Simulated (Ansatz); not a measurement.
## Equation of state of nickel, hcp

These are results of Ansatz 0.2.0, DFT, PBE, plane waves (420 eV) with PAW, scalar-relativistic, not measurements.

The cell is scaled uniformly from the relaxed one, with fractional coordinates and shape fixed. Energies are extrapolated to zero smearing, pressures are those at the given smearing. Magnetic state: spin not included. It is not the lowest magnetic state of this structure.

```
V (Å³/atom)  E − E₀ (meV/atom)  P (GPa)
      9.587              121.2    34.72
     10.023               48.5    20.35
     10.459               10.5     9.01
     10.894                0.0     0.04
     11.330               11.2    -7.04
     11.766               39.5   -12.63
     12.202               81.2   -17.02
```

(1) Fit a third-order Birch-Murnaghan equation.

## Answers

(1) V₀ = 10.87 Å³/atom, B₀ = 200 GPa, B₀′ = 4.9.
